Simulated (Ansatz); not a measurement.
RbCl, space group Fm-3m, a band structure

Computed with Ansatz 0.2.0 through its Python package.

Input file `POSCAR_rbcl`:
```text
RbCl
1.0
   0.00000000    3.27400000    3.27400000
   3.27400000    0.00000000    3.27400000
   3.27400000    3.27400000    0.00000000
Rb Cl
1 1
Direct
   0.00000000    0.00000000    0.00000000
   0.50000000    0.50000000    0.50000000
```

Notebook, run cell by cell (the value of a cell's last expression is shown):

```python
import ansatz
from ase.io import read
import numpy as np
```

```python
SMEARING = "fixed"
FUNCTIONAL = "pbe"
K_LENGTH = 17
EXTRA_BANDS = 6

atoms = read("POSCAR_rbcl", format="vasp")
system = ansatz.Crystal.from_ase(atoms)

# high-symmetry points in fractions of the reciprocal vectors
path = [
    ("K", (0.375, 0.375, 0.75)),
    ("G", (0.0, 0.0, 0.0)),
    ("L", (0.5, 0.5, 0.5)),
    ("W", (0.5, 0.25, 0.75)),
    ("X", (0.5, 0.0, 0.5)),
]
job = (
    system.calculation()
    .occupations(SMEARING)
    .functional(FUNCTIONAL)
    .kpoints(length=K_LENGTH)
    .band_structure([point for _, point in path], intervals=10)
    .scf(extra_bands=EXTRA_BANDS)
)
def show(event):
    row = event["data"]
    if event["event"] == "scf_iter" and row.get("harris_foulkes_ev") is not None:
        print(f"  iteration {row['iter']:3d}  Harris-Foulkes {row['harris_foulkes_ev']:.5f} eV  residual {row['dr2_ev']:.2e}")
```

```python
res = job.session().plan().execute(on_event=show)
data = res.report
```

    DeckWarning: basis.ecutwfc = 420 eV, auto-derived from the records' recommended cutoffs: set by Rb (normal level)
      iteration   1  Harris-Foulkes -4350.74804 eV  residual 2.16e-05
      iteration   2  Harris-Foulkes -4350.74831 eV  residual 2.67e-05
      iteration   3  Harris-Foulkes -4350.74831 eV  residual 1.94e-06
      iteration   4  Harris-Foulkes -4350.74832 eV  residual 1.26e-06
      iteration   5  Harris-Foulkes -4350.74832 eV  residual 1.80e-07
      iteration   6  Harris-Foulkes -4350.74832 eV  residual 1.62e-08

```python
{key: value for key, value in data.items() if isinstance(value, (int, float)) and "ev" in key}
```

    {'gap_by_band_count_ev': 5.0501824731489995,
     'fermi_energy_ev': 1.1032160811039002,
     'harris_foulkes_ev': -4350.748315968536,
     'free_energy_ev': -4350.748315955991,
     'internal_energy_ev': -4350.748315955991,
     'lagrangian_ev': -4350.748315955991,
     'energy_sigma0_ev': -4350.748315955991,
     'lagrangian_sigma0_ev': -4350.748315955991,
     'entropy_ts_ev': 0.0,
     'loop_fermi_energy_ev': 1.1032160815646526,
     'occupations_fermi_energy_ev': 1.1032160811039002}

```python
print("%-22s %14.5f eV" % ("F = E - TS", data["free_energy_ev"]))
print("%-22s %14.5f eV" % ("E", data["internal_energy_ev"]))
print("%-22s %14.5f eV" % ("Harris-Foulkes", data["harris_foulkes_ev"]))
print("%-22s %14.5f eV" % ("Fermi level", data["fermi_energy_ev"]))
```

    F = E - TS                -4350.74832 eV
    E                         -4350.74832 eV
    Harris-Foulkes            -4350.74832 eV
    Fermi level                   1.10322 eV

```python
bands = res.band_structure()
fermi = bands.fermi_energy_ev
print(f"zero of the bands: {fermi:.3f} eV, the Fermi level found on the SCF mesh")
levels = bands.channels[0].eigenvalues_ev - fermi
filled = round(data["n_electrons"]) // 2
valence, conduction = levels[:, filled - 1], levels[:, filled]
print("k (fractions)              top valence  bottom conduction (eV)")
for k, lo, hi in zip(bands.kpoints_frac, valence, conduction):
    print(f"{k[0]:7.3f} {k[1]:7.3f} {k[2]:7.3f} {lo:12.3f} {hi:13.3f}")
print(f"on this path: least direct gap {np.min(conduction - valence):.3f} eV, least gap {conduction.min() - valence.max():.3f} eV")
```

    zero of the bands: 1.103 eV, the Fermi level found on the SCF mesh
    k (fractions)              top valence  bottom conduction (eV)
      0.375   0.375   0.750       -0.225         6.952
      0.338   0.338   0.675       -0.255         7.346
      0.300   0.300   0.600       -0.224         7.605
      0.263   0.263   0.525       -0.188         7.528
      0.225   0.225   0.450       -0.149         7.181
      0.188   0.188   0.375       -0.111         6.722
      0.150   0.150   0.300       -0.074         6.238
      0.112   0.112   0.225       -0.043         5.781
      0.075   0.075   0.150       -0.020         5.399
      0.037   0.037   0.075       -0.005         5.142
      0.000   0.000   0.000        0.000         5.050
      0.050   0.050   0.050       -0.009         5.112
      0.100   0.100   0.100       -0.036         5.290
      0.150   0.150   0.150       -0.077         5.569
      0.200   0.200   0.200       -0.127         5.924
      0.250   0.250   0.250       -0.181         6.330
      0.300   0.300   0.300       -0.235         6.753
      0.350   0.350   0.350       -0.282         7.157
      0.400   0.400   0.400       -0.318         7.495
      0.450   0.450   0.450       -0.342         7.718
      0.500   0.500   0.500       -0.350         7.795
      0.500   0.475   0.525       -0.347         7.794
      0.500   0.450   0.550       -0.339         7.793
      0.500   0.425   0.575       -0.326         7.787
      0.500   0.400   0.600       -0.310         7.777
      0.500   0.375   0.625       -0.292         7.761
      0.500   0.350   0.650       -0.275         7.741
      0.500   0.325   0.675       -0.259         7.721
      0.500   0.300   0.700       -0.247         7.704
      0.500   0.275   0.725       -0.239         7.693
      0.500   0.250   0.750       -0.236         7.689
      0.500   0.225   0.725       -0.219         7.433
      0.500   0.200   0.700       -0.201         7.194
      0.500   0.175   0.675       -0.182         6.974
      0.500   0.150   0.650       -0.164         6.777
      0.500   0.125   0.625       -0.147         6.605
      0.500   0.100   0.600       -0.131         6.460
      0.500   0.075   0.575       -0.118         6.346
      0.500   0.050   0.550       -0.108         6.262
      0.500   0.025   0.525       -0.101         6.212
      0.500   0.000   0.500       -0.099         6.195
    on this path: least direct gap 5.050 eV, least gap 5.050 eV

Absolute energies stand on the zero of these potentials, so only differences at equal settings mean something. A total without «per atom» is that of the cell as typed. Semilocal gaps usually lie well under measured ones. Under fixed occupations the level called the Fermi level is the highest filled one on the SCF mesh; off the mesh a filled band can lie a little above it. The zero of the levels is a convention of the potentials, so an absolute Fermi energy is no work function. The starting cell is as deposited in a crystallographic database; the results hold for this polymorph, which needn't be the stable one. Levels are Kohn-Sham eigenvalues on this mesh, without spin-orbit coupling. Warnings are shown shortened and without file and line. Finished in 2.2 s on 1 thread of Arm Neoverse V1 (shared host), peak memory 0.4 GiB.

(Lines on the test bed's own set-up are left out of the output.)
